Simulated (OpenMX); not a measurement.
# Zn under changes of volume

One of the cells (15.330 Å³/atom); the others are scaled copies at fixed shape and fractional positions:

```
CELL_PARAMETERS angstrom
2.67000 0.00000 0.00000
-1.33500 2.31229 0.00000
0.00000 0.00000 4.96600
ATOMIC_POSITIONS crystal
Zn 0.66667 0.33333 0.75000
Zn 0.33333 0.66667 0.25000
```

```yaml
Program: OpenMX 3.8.5
Functional: LDA
Potentials_or_basis: OpenMX 2013 LDA set, Zn6.0H-s3p2d2, fixed grid of 32 × 32 × 64 points
k_mesh: 11 × 11 × 7
Occupations: fermi-dirac, width 0.05 eV
Spin: no spin polarisation
```

```tsv
volume (Å³/atom)	energy over the lowest point (meV/atom)	largest force (eV/Å)
14.410	0.00	0.004
14.716	12.33	0.004
15.023	?	?
15.330	45.70	0.003
15.636	65.62	0.003
15.943	87.56	0.002
16.249	111.26	0.002
```

**Question.** What does the run at 15.023 Å³/atom give?

**Answer.** Energy over the lowest point 27.65 meV/atom; largest force 0.003 eV/Å.

Worked out: A Birch-Murnaghan fit of order 3 (a polynomial in V^(-2/3)) to the other rows has no minimum within the range. It gives 27.74 meV/atom at 15.023 Å³/atom, against the run's 27.65.

Energies are extrapolated to zero smearing.

Caveats: the basis of atomic orbitals isn't converged, which shifts pressures, moduli and gaps.
